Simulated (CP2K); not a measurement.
Crystal: AlN.

```xyz
2
Lattice="3.0886 0.0000 0.0000 1.5443 2.6748 0.0000 1.5443 0.8916 2.5219" Properties=species:S:1:pos:R:3 pbc="T T T"
Al    0.0000    0.0000    0.0000
N     1.5443    0.8916    0.6305
```

Measurements of this composition are mostly on another form, of space group No. 186.

Program: CP2K 2026.2. Alike in all runs: task single point; level PBE; no spin polarisation; cell as given; k mesh 10 × 10 × 10; smearing fermi-dirac 0.05 eV. Hardware: 1 thread of Arm Neoverse V1, with other jobs on the host.

**Question.** Order these runs on this cell by their wall time, lowest first.
A. potentials or basis GTH_POTENTIALS Al GTH-PBE-q3, N GTH-PBE-q5; SZV-MOLOPT-SR-GTH basis; ADDED_MOS [4]
B. potentials or basis POTENTIAL_UZH Al GTH-PBE-q3, N GTH-PBE-q5; TZV2P-MOLOPT-PBE-GTH basis; ADDED_MOS [10]
C. potentials or basis GTH_POTENTIALS Al GTH-PBE-q3, N GTH-PBE-q5; DZVP-MOLOPT-SR-GTH basis; ADDED_MOS [10]

**Answer.** A (9.5 s), C (30 s), B (140 s).
